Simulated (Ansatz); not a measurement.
The reference is AlSb in the zinc blende structure (space group F-43m, No. 216).

```cif
data_AlSb
_chemical_formula_sum 'Sb1 Al1'
_space_group_name_H-M_alt 'P 1'
_space_group_IT_number 1
_cell_length_a 4.36813
_cell_length_b 4.36813
_cell_length_c 4.36813
_cell_angle_alpha 60.000
_cell_angle_beta 60.000
_cell_angle_gamma 60.000
loop_
_space_group_symop_operation_xyz
  'x, y, z'
loop_
_atom_site_label
_atom_site_type_symbol
_atom_site_fract_x
_atom_site_fract_y
_atom_site_fract_z
_atom_site_occupancy
Sb1 Sb 0.75000 0.75000 0.75000 1
Al1 Al 0.00000 0.00000 0.00000 1
```

Method: Ansatz (a first-principles code) r2SCAN, scalar-relativistic without spin-orbit coupling, earlier PAW set.

One change was made to it. Results:

The valley order (the lowest conduction-band minima on the path, energy above the VBM, named in the base's zone) goes from a point along ⟨100⟩, about 0.9 Å⁻¹ from Γ 1.51 eV; L along ⟨111⟩ 1.69 eV; Γ 2.03 eV to a point along ⟨100⟩, about 0.9 Å⁻¹ from Γ 1.49 eV; L along ⟨111⟩ 1.74 eV; Γ 2.16 eV; the hole mass (degenerate bands, along [100]) changes from 0.11, 0.35, 0.35 mₑ (at Γ) to 0.11, 0.34, 0.34 mₑ (at Γ); the lattice parameter a drops by 0.031 Å, from 6.177 Å to 6.146 Å.

Question: Name the change that was made.
A. pressure 4.5 GPa
B. pressure 22.5 GPa
C. pressure 15 GPa
D. pressure 0.9 GPa

Answer: D, pressure 0.9 GPa. For comparison, the valley order in the other runs: pressure 15 GPa gives X along ⟨100⟩ 1.17 eV; L along ⟨111⟩ 2.30 eV; pressure 22.5 GPa gives X along ⟨100⟩ 1.02 eV; L along ⟨111⟩ 2.51 eV; pressure 4.5 GPa gives a point along ⟨100⟩, about 0.9 Å⁻¹ from Γ 1.40 eV; L along ⟨111⟩ 1.92 eV; Γ 2.63 eV.

With Sb present, leaving out spin-orbit coupling can change the band edges. The levels and masses belong to the bands next to the band gap. Load acts through the strain it causes; cell and atoms are relaxed under it. Effective masses come from finite differences of ±0.01 Å⁻¹. No phonon test of stability was made. Measured, AlSb leaves this structure (for a Cmcm phase) near 8.1 GPa (temperature not stated; as listed in Datta, Sujoy, Jana, Debnarayan, arXiv (2020)), on rising pressure, with hysteresis.
